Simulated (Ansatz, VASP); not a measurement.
**One calculation of Pb, two programs**

Contents of INCAR:

```
SYSTEM = Pb
  PREC = Accurate
  ENCUT = 520
  EDIFF = 1E-7
  ISMEAR = -1
  SIGMA = 0.05
  LREAL = .False.
  LASPH = .True.
  NELM = 150
  ALGO = Normal
  ISIF = 2
  LWAVE = .False.
  LCHARG = .False.
  MAGMOM = 0 0 0
  LORBIT = 11
  LSORBIT = .True.
  GGA_COMPAT = .False.
  LORBMOM = .True.
  GGA = PS
  NBANDS = 25
```

Contents of KPOINTS:

```
regular mesh
0
Gamma
  7 7 7
  0 0 0
```

Contents of POSCAR:

```
Pb
1.0
   -1.9796595667      1.9796595667      1.9796595667
    1.9796595667     -1.9796595667      1.9796595667
    1.9796595667      1.9796595667     -1.9796595667
Pb
1
Direct
    0.0000000000      0.0000000000      0.0000000000
```

The input input.yaml:

```yaml
crystal:
  lattice:
    - [-1.9796595667, 1.9796595667, 1.9796595667]
    - [1.9796595667, -1.9796595667, 1.9796595667]
    - [1.9796595667, 1.9796595667, -1.9796595667]
  atoms:
    - { symbol: Pb, position: [0.0, 0.0, 0.0] }
kpoints:
  mp_grid: { grid: [7, 7, 7] }
  band_path:
    path:
      - [0.0, 0.0, 0.0]
      - [0.5, -0.5, 0.5]
      - [0.0, 0.0, 0.5]
      - [0.0, 0.0, 0.0]
      - [0.25, 0.25, 0.25]
      - [0.5, -0.5, 0.5]
    npoints: 8
scf:
  occupations: { method: fermi_dirac, width: 0.05 }
hamiltonian:
  xc: pbesol
  pseudopotentials: { kind: all_electron, lapw: { basis_error: 0.001 } }
magnetization:
  noncollinear: true
  spin_orbit: true
output:
  forces: true
  stress: true
  eigenvalues: true
```

Alike in both runs: functional PBEsol; k mesh 7 × 7 × 7; occupations fermi-dirac, width 0.05 eV; non-collinear spin, spin-orbit coupling.

|  | VASP | Ansatz |
| --- | --- | --- |
| version | VASP 6.6.1 | Ansatz 0.2.0 |
| potentials or method | VASP PAW PBE potentials, release 64 (Pb_d) | all-electron LAPW, relativistic spinors |
| plane-wave cutoff (eV) | 520 | see its input |
| task | single point | band structure |

```tsv
	VASP	Ansatz	Ansatz less VASP
gap on the k mesh at the Fermi level (eV)	none	none	-
pressure (GPa)	-1.6	-1.6	+0.02
net moment per atom (μB)	0.00	0.00	0.000
```

A gap of «none» marks a metal or a gap that the smearing closes. Ansatz ran all-electron here, so the differences hold the error of VASP's frozen core and of both bases.

Caveats: the PAW data sets were made with another functional, which shifts forces and pressure a little (VASP); the k mesh is thin for a metal, which can move the energy by tens of meV per atom (Ansatz).
